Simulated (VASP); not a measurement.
The system is Sn.

```xyz
1
Lattice="-1.7265 1.7755 2.3383 1.7265 -1.7755 2.3383 1.7265 1.7755 -2.3383" Properties=species:S:1:pos:R:3 pbc="T T T"
Sn    0.0000    0.0000    0.0000
```

This isn't the form of Sn at room conditions, which is tetragonal (white tin).

| Item | Value |
| --- | --- |
| Program | VASP 6.6.1 |
| Task | relaxation of cell and atoms |
| Functional | PBEsol |
| Potentials or basis | VASP PAW PBE potentials, release 64 (Sn_d) |
| Cutoff | 600 eV |
| k mesh | 16 × 16 × 16 |
| Occupations | gaussian, width 0.1 eV |
| Spin | no spin polarisation |

At the start: pressure -3.6 GPa; volume 28.67 Å³/atom.

Question: How do energy, volume and symmetry change on relaxing?

Answer: Over 30 steps the energy falls by 29.8 meV/atom and the volume is 26.40 Å³/atom (-7.9 %); space group I4/mmm (No. 139, to 0.05 Å).

Step by step:
```tsv
step	energy change (eV)	largest force (eV/Å)	pressure (GPa)	volume (Å³)
1	0.0000	0.0000	-3.61	28.67
2	-0.0258	0.0000	0.86	26.07
3	-0.0268	0.0000	-0.01	26.46
4	-0.0268	0.0000	0.14	26.42
5	-0.0271	0.0000	0.12	26.42
6	-0.0276	0.0000	0.16	26.40
7	-0.0276	0.0000	-0.15	26.55
8	-0.0276	0.0000	-0.05	26.49
9	-0.0276	0.0000	-0.01	26.48
10	-0.0276	0.0000	-0.03	26.49
11	-0.0277	0.0000	-0.04	26.49
12	-0.0278	0.0000	-0.04	26.49
13	-0.0281	0.0000	-0.06	26.49
14	-0.0292	0.0000	-0.09	26.47
15	-0.0293	0.0000	-0.09	26.41
16	-0.0296	0.0000	-0.07	26.44
17	-0.0297	0.0000	-0.08	26.45
18	-0.0297	0.0000	-0.05	26.44
19	-0.0298	0.0000	-0.01	26.40
20	-0.0298	0.0000	0.12	26.32
21	-0.0298	0.0000	0.03	26.38
22	-0.0298	0.0000	0.05	26.37
23	-0.0298	0.0000	0.05	26.39
24	-0.0298	0.0000	-0.08	26.44
25	-0.0298	0.0000	-0.06	26.43
26	-0.0298	0.0000	-0.07	26.40
27	-0.0298	0.0000	0.10	26.34
28	-0.0298	0.0000	0.09	26.38
29	-0.0298	0.0000	0.04	26.39
30	-0.0298	0.0000	-0.01	26.40
```

Final structure:
```
CELL_PARAMETERS angstrom
-1.75551 1.75524 2.14164
1.75551 -1.75524 2.14164
1.75551 1.75524 -2.14164
ATOMIC_POSITIONS crystal
Sn 0.00000 0.00000 0.00000
```

Caveat: the PAW data sets were made with another functional, which shifts forces and pressure a little.
